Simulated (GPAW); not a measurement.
A run of GPAW 26.7.0:

run.py

```python
from ase.filters import FrechetCellFilter
from ase.io import read, write
from ase.optimize import BFGS
from ase.units import GPa
from gpaw import GPAW, PW

atoms = read('POSCAR')

calc = GPAW(mode=PW(600),
            xc='PBE',
            kpts={'size': (12, 12, 12), 'gamma': True},
            occupations={'name': 'fermi-dirac', 'width': 0.05},
            nbands=16,
            convergence={'density': 1e-05, 'forces': 0.0001},
            maxiter=150,
            txt='gpaw.txt')
atoms.calc = calc
opt = BFGS(FrechetCellFilter(atoms, scalar_pressure=10 * GPa), trajectory='relax.traj', logfile='-')
done = opt.run(fmax=0.02, steps=60)
calc.write('gs.gpw')
write('result.traj', atoms)
print('Converged:', done)
print('Cell:', atoms.cell.cellpar().round(4))
print('Volume:', round(atoms.get_volume(), 4))
print(atoms.get_scaled_positions().round(5))
```

Contents of POSCAR:

```
Mo
1.0
   -1.5838089719      1.5838089719      1.5838089719
    1.5838089719     -1.5838089719      1.5838089719
    1.5838089719      1.5838089719     -1.5838089719
Mo
1
Direct
    0.0000000000      0.0000000000      0.0000000000
```

Potentials or basis: GPAW PAW data sets (gpaw-data 1.2.1), pw.

Command:

```bash
$ OMP_NUM_THREADS=1 python run.py
```

Hardware: 1 thread of Arm Neoverse V2, on a shared host.

Q: Estimate the wall time of this run.

A: It took 21 s on 1 thread of Arm Neoverse V2, with other jobs on the host, peak memory 0.17 GiB. Counts: scf iterations 26, plane waves 555, bands 16, k points 72, ion steps 3.
